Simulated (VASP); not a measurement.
# SiC (P6_3mc) in VASP: relaxation of cell and atoms with LDA

Aim: the relaxation of cell and atoms of SiC with LDA.

All numbers are computed with VASP 6.6.1; they aren't measurements. Logs are shortened: lines on timing, memory, paths and dates and some standing lists are left out, and cuts for length are marked.

**1. The structure**

Symmetry: P6_3mc, No. 186, hexagonal system. The conventional cell has a = 3.080 Å, b = 3.080 Å, c = 10.080 Å, α = 90.00°, β = 90.00°, γ = 120.00°. Si (site symmetry 3m) is surrounded by 4 C at 1.89 Å. Si (site symmetry 3m) is surrounded by 4 C at 1.89 Å. C (site symmetry 3m) is surrounded by 4 Si at 1.89 Å. C (site symmetry 3m) is surrounded by 4 Si at 1.89 Å.

The cell was built by a generator and needn't be a form met in nature.

**2. Relaxation of cell and atoms, LDA**

INCAR

```
SYSTEM = SiC
ALGO = Fast
EDIFF = 1E-7
EDIFFG = -0.01
ENCUT = 600
IBRION = 2
ISIF = 3
ISMEAR = -1
KPAR = 4
LASPH = .True.
LCHARG = .False.
LREAL = .False.
LWAVE = .False.
NELM = 80
NSW = 60
PREC = Accurate
SIGMA = 0.05
```

KPOINTS

```
k-points
0
Gamma
  10 10 3
  0 0 0
```

POSCAR

```
SiC
1.0
    3.0800000000      0.0000000000      0.0000000000
   -1.5400000000      2.6673582437      0.0000000000
    0.0000000000      0.0000000000     10.0800000000
Si C
4 4
Direct
    0.0000000000      0.0000000000      0.0000000000
    0.3333333333      0.6666666667      0.2500000000
    0.6666666667      0.3333333333      0.5000000000
    0.3333333333      0.6666666667      0.7500000000
    0.0000000000      0.0000000000      0.1875000000
    0.3333333333      0.6666666667      0.4375000000
    0.6666666667      0.3333333333      0.6875000000
    0.3333333333      0.6666666667      0.9375000000
```

Potentials or basis: VASP PAW LDA potentials, release 64 (Si, C).

Command:

```sh
$ cat potpaw_LDA.64/Si/POTCAR potpaw_LDA.64/C/POTCAR > POTCAR
$ mpirun -np 4 vasp_std > vasp.out
```

OUTCAR:

```text
SYSTEM = SiC
   EDIFF = 1E-7
   EDIFFG = -0.01
   ENCUT = 600
   IBRION = 2
   ISIF = 3
   ISMEAR = -1
   LASPH = .True.
   LREAL = .False.
   NELM = 80
   NSW = 60
   PREC = Accurate

 ion  position               nearest neighbor table
   1  0.000  0.000  0.000-   8 1.89   8 1.89   8 1.89   5 1.89   4 3.08   2 3.08   4 3.08   2 3.08
                             2 3.08   4 3.08
   2  0.333  0.667  0.250-   5 1.89   5 1.89   5 1.89   6 1.89   1 3.08   3 3.08   3 3.08   1 3.08
                             1 3.08   3 3.08
   3  0.667  0.333  0.500-   6 1.89   6 1.89   6 1.89   7 1.89   2 3.08   4 3.08   4 3.08   2 3.08
                             4 3.08   2 3.08
   4  0.333  0.667  0.750-   7 1.89   7 1.89   7 1.89   8 1.89   3 3.08   1 3.08   3 3.08   1 3.08
                             1 3.08   3 3.08
   5  0.000  0.000  0.188-   2 1.89   2 1.89   2 1.89   1 1.89
   6  0.333  0.667  0.438-   3 1.89   3 1.89   3 1.89   2 1.89
   7  0.667  0.333  0.688-   4 1.89   4 1.89   4 1.89   3 1.89
   8  0.333  0.667  0.938-   1 1.89   1 1.89   1 1.89   4 1.89

  LATTYP: Found a hexagonal cell.
 ALAT       =     3.0800000000
 C/A-ratio  =     3.2727272727

  Lattice vectors:

 A1 = (   3.0800000000,   0.0000000000,   0.0000000000)
 A2 = (  -1.5400000000,   2.6673582437,   0.0000000000)
 A3 = (   0.0000000000,   0.0000000000,  10.0800000000)

Analysis of symmetry for initial positions (statically):
=====================================================================
 Subroutine PRICEL returns:
 Original cell was already a primitive cell.

 Routine SETGRP: Setting up the symmetry group for a
 hexagonal supercell.

 Subroutine GETGRP returns: Found 12 space group operations
 (whereof  6 operations were pure point group operations)
 out of a pool of 24 trial point group operations.

The static configuration has the point symmetry C_3v.
 The point group associated with its full space group is C_6v.

Analysis of symmetry for dynamics (positions and initial velocities):
=====================================================================
 Subroutine PRICEL returns:
 Original cell was already a primitive cell.

 Routine SETGRP: Setting up the symmetry group for a
 hexagonal supercell.

 Subroutine GETGRP returns: Found 12 space group operations
 (whereof  6 operations were pure point group operations)
 out of a pool of 24 trial point group operations.

The dynamic configuration has the point symmetry C_3v.
 The point group associated with its full space group is C_6v.

 Subroutine INISYM returns: Found 12 space group operations
 (whereof  6 operations are pure point group operations),
 and found     1 'primitive' translations

----------------------------------------------------------------------------------------

                                     Primitive cell

  volume of cell :      82.8119

  direct lattice vectors                    reciprocal lattice vectors
     3.080000000  0.000000000  0.000000000     0.324675325  0.187451386  0.000000000
    -1.540000000  2.667358244  0.000000000     0.000000000  0.374902772  0.000000000
     0.000000000  0.000000000 10.080000000     0.000000000  0.000000000  0.099206349

  length of vectors
     3.080000000  3.080000000 10.080000000     0.374902772  0.374902772  0.099206349

  position of ions in fractional coordinates (direct lattice)
     0.000000000  0.000000000  0.000000000
     0.333333333  0.666666667  0.250000000
     0.666666667  0.333333333  0.500000000
     0.333333333  0.666666667  0.750000000
     0.000000000  0.000000000  0.187500000
     0.333333333  0.666666667  0.437500000
     0.666666667  0.333333333  0.687500000
     0.333333333  0.666666667  0.937500000

  ion indices of the primitive-cell ions
   primitive index   ion index
                 1           1
                 2           2
                 3           3
                 4           4
                 5           5
                 6           6
                 7           7
                 8           8

----------------------------------------------------------------------------------------

 KPOINTS: k-points

Automatic generation of k-mesh.
 Grid dimensions read from file:
 generate k-points for:   10   10    3

 Generating k-lattice:

  Cartesian coordinates                     Fractional coordinates (reciprocal lattice)
     0.032467532  0.018745139  0.000000000     0.100000000 -0.000000000  0.000000000
     0.000000000  0.037490277  0.000000000     0.000000000  0.100000000  0.000000000
     0.000000000  0.000000000  0.033068783     0.000000000  0.000000000  0.333333333

  Length of vectors
     0.037490277  0.037490277  0.033068783

  Shift w.r.t. Gamma in fractional coordinates (k-lattice)
     0.000000000  0.000000000  0.000000000

 Subroutine IBZKPT returns following result:
 ===========================================

 Found     28 irreducible k-points:

 Following reciprocal coordinates:
            Coordinates               Weight
  0.000000  0.000000  0.000000      1.000000
  0.100000  0.000000  0.000000      6.000000
  0.200000  0.000000  0.000000      6.000000
  0.300000 -0.000000  0.000000      6.000000
  0.400000 -0.000000  0.000000      6.000000
  0.500000  0.000000  0.000000      3.000000
[... 16 lines left out ...]
  0.300000  0.100000  0.333333     24.000000
  0.400000  0.100000  0.333333     24.000000
 [... further k-points ...]
   k-points           NKPTS =     28   k-points in BZ     NKDIM =     28   number of bands    NBANDS=     21
   number of dos      NEDOS =    301   number of ions     NIONS =      8
   total plane-waves  NPLWV =  65856
   dimension x,y,z NGX =    28 NGY =   28 NGZ =   84
   dimension x,y,z NGXF=    56 NGYF=   56 NGZF=  168
   ions per type =               4   4
   NGX,Y,Z   is equivalent  to a cutoff of  15.11, 15.11, 13.85 a.u.
   NGXF,Y,Z  is equivalent  to a cutoff of  30.23, 30.23, 27.71 a.u.
 SYSTEM =  SiC
   PREC   = accura    normal or accurate (medium, high low for compatibility)
   ISTART =      0    job   : 0-new  1-cont  2-samecut
   ICHARG =      2    charge: 1-file 2-atom 10-const
   ISPIN  =      1    spin polarized calculation?
   LNONCOLLINEAR =      F non collinear calculations
   LSORBIT =      F    spin-orbit coupling
   LASPH  =      T    aspherical Exc in radial PAW
   ENCUT  =  600.0 eV  44.10 Ry    6.64 a.u.   6.15  6.15 20.13*2*pi/ulx,y,z
   NELM   =     80;   NELMIN=  2; NELMDL= -5     # of ELM steps
   EDIFF  = 0.1E-06   stopping-criterion for ELM
   LREAL  =      F    real-space projection
   EDIFFG = -.1E-01   stopping-criterion for IOM
   NSW    =     60    number of steps for IOM
   IBRION =      2    ionic relax: 0-MD 1-quasi-New 2-CG
   NFREE  =      1    steps in history (QN), initial steepest desc. (CG)
   ISIF   =      3    stress and relaxation
   ISYM   =      2    0-nonsym 1-usesym 2-fastsym
   POTIM  = 0.5000    time-step for ionic-motion
   TEBEG  =    0.0;   TEEND  =   0.0 temperature during run
   PSTRESS=    0.0 pullay stress
   NELECT =      32.0000    total number of electrons
   NUPDOWN=      -1.0000    fix difference up-down
   EMIN   =  10.00;   EMAX   =-10.00  energy-range for DOS
   EFERMI =   0.00;   METHOD = LEGACY
   ISMEAR =    -1;   SIGMA  =   0.05  broadening in eV -4-tet -1-fermi 0-gaus
   EFERMI_NEDOS =   21; number of points for ismear=-14 and -15
   IALGO  =     68    algorithm
   IMIX   =      4    mixing-type and parameters
     AMIX     =   0.40;   BMIX     =  1.00
     AMIX_MAG =   1.60;   BMIX_MAG =  1.00
  volume/ion in A,a.u.               =      10.35        69.86
  Fermi-wavevector in a.u.,A,eV,Ry     =   1.192415  2.253337 19.345479  1.421853
  Thomas-Fermi vector in A             =   2.328453
   LORBIT       =      0    0 simple, 1 ext, 2 COOP (PROOUT), +10 PAW based schemes
   GGA     = CA    functional components
   LHFCALC =     F    Hartree Fock is set to
   AEXX    =    0.0000 exact exchange contribution
   IVDW    =     0    specifies the selected vdW correction
   LEPSILON=     F    determine dielectric tensor
   LRPA    =     F    only Hartree local field effects (RPA)
 conjugate gradient relaxation of ions
 non-spin polarized calculation
 RMM-DIIS sequential band-by-band and
  energy-cutoff  :      600.00
  volume of cell :       82.81
 maximum number of plane-waves:      2784
 NGX is ok and might be reduce to    28
   NGX = 13   NGY = 13   NGZ = 41

--------------------------------------- Ionic step        1  -------------------------------------------

 number of electron      32.0000001 magnetization

 Free energy of the ion-electron system (eV)
  ---------------------------------------------------
  ext. energy  EPLUGINS =         0.00000000
  ---------------------------------------------------
  free energy    TOTEN  =       -66.56768740 eV

  energy without entropy =      -66.56768740  energy(sigma->0) =      -66.56768740

------------------------ aborting loop because EDIFF is reached ----------------------------------------

  FORCE on cell =-STRESS in cart. coord.  units (eV):
  Direction    XX          YY          ZZ          XY          YZ          ZX
  --------------------------------------------------------------------------------------
  -------------------------------------------------------------------------------------
  Total       -2.3418759     -2.3418759     -2.0847658      0.0000000      0.0000000      0.0000000
  in kB      -45.3087269    -45.3087269    -40.3343686      0.0000000      0.0000000      0.0000000
  external PRESSURE =     -43.6506075 kB  Pullay stress =       0.0000000 kB
[... 195 lines left out ...]
  energy  without entropy=      -66.5910107226  energy(sigma->0) =      -66.59101072

--------------------------------------- Ionic step        6  -------------------------------------------

 number of electron      32.0000002 magnetization

 Free energy of the ion-electron system (eV)
  ---------------------------------------------------
  ext. energy  EPLUGINS =         0.00000000
  ---------------------------------------------------
  free energy    TOTEN  =       -66.59102532 eV

  energy without entropy =      -66.59102532  energy(sigma->0) =      -66.59102532

 E-fermi :   9.4065     XC(G=0): -11.6370

 val. band max:        8.3528046935   @ k =   0.0000   0.0000   0.0000
 cond. band min:      10.5249695291   @ k =   0.5000   0.0000   0.0000
 fundamental gap:      2.1721648356
 Fermi energy:         9.4064702726

 k-point     1 :       0.0000    0.0000    0.0000
  band No.  band energies     occupation
      1      -7.1940      2.00000
      2      -5.9925      2.00000
      3      -5.9563      2.00000
      4      -3.5027      2.00000
      5      -0.3877      2.00000
      6       3.9582      2.00000
[... 550 lines left out ...]
      5       0.1151      2.00000
      6       0.4951      2.00000
[... 13 lines left out ...]
     20      13.2029      0.00000
     21      14.4107      0.00000

 [... further k-points ...]

------------------------ aborting loop because EDIFF is reached ----------------------------------------

  FORCE on cell =-STRESS in cart. coord.  units (eV):
  Direction    XX          YY          ZZ          XY          YZ          ZX
  --------------------------------------------------------------------------------------
  -------------------------------------------------------------------------------------
  Total        0.0359072      0.0359072      0.0462973      0.0000000      0.0000000     -0.0000000
  in kB        0.7088262      0.7088262      0.9139313      0.0000000      0.0000000     -0.0000000
  external PRESSURE =       0.7771946 kB  Pullay stress =       0.0000000 kB
[... 23 lines left out ...]
  FREE ENERGIE OF THE ION-ELECTRON SYSTEM (eV)
  ---------------------------------------------------
  free  energy   TOTEN  =       -66.5910253230 eV

  energy  without entropy=      -66.5910253230  energy(sigma->0) =      -66.59102532

 reached required accuracy - stopping structural energy minimisation
```

It took 1.8 min on 4 MPI ranks of Intel Xeon Platinum 8559C (Emerald Rapids), shared host; peak memory 0.22 GiB.

What came out:

| Quantity | Value |
| --- | --- |
| Free energy | -66.5910 eV |
| Relaxed volume | 10.15 Å³/atom |
| Relaxed cell | a = 3.059 Å, b = 3.059 Å, c = 10.015 Å, α = 90.00°, β = 90.00°, γ = 120.00° |
| Space group after relaxing (to 0.05 Å) | P6_3mc (No. 186) |
| Energy gained by relaxing | 2.9 meV/atom |
| Ionic steps | 6 |
| Pressure after relaxing | 0.1 GPa |
| Largest force after relaxing | 0.005 eV/Å |
| Band gap on the k mesh | 2.17 eV, indirect (least direct gap 3.30 eV) |

Forces in eV/Å, atoms in the order of the input:
```
Si   0.000  0.000 -0.005
Si   0.000  0.000 -0.004
Si   0.000  0.000 -0.005
Si   0.000  0.000 -0.004
C    0.000  0.000  0.004
C    0.000  0.000  0.004
C    0.000  0.000  0.004
C    0.000  0.000  0.004
```

Step by step:
```csv
step,energy change (eV),largest force (eV/Å),pressure (GPa),volume (Å³)
1,0.0000,0.1469,-4.37,82.81
2,0.0041,0.1099,5.10,79.48
3,-0.0233,0.0310,0.00,81.19
4,-0.0233,0.0306,0.09,81.16
5,-0.0233,0.0189,0.07,81.16
6,-0.0233,0.0047,0.08,81.16
```

Final structure:
```
Si C
1.0
     3.05909    0.00000    0.00000
    -1.52954    2.64925    0.00000
     0.00000    0.00000   10.01471
Si C
4 4
Direct
  0.00000 0.00000 0.99992
  0.33333 0.66667 0.24986
  0.66667 0.33333 0.49992
  0.33333 0.66667 0.74986
  0.00000 0.00000 0.18793
  0.33333 0.66667 0.43729
  0.66667 0.33333 0.68793
  0.33333 0.66667 0.93729
```

Levels at points of the mesh, in eV from the valence-band top:
```csv
k point,band 14,band 15,band 16,band 17,band 18,band 19
"(0.00, 0.00, 0.00)",-0.05,0.00,0.00,5.22,5.79,6.42
"(0.50, 0.00, 0.00)",-2.24,-1.60,-1.13,2.17,2.30,4.18
```

Caveat: an odd mesh through Γ misses points on the zone boundary, where band edges often lie.
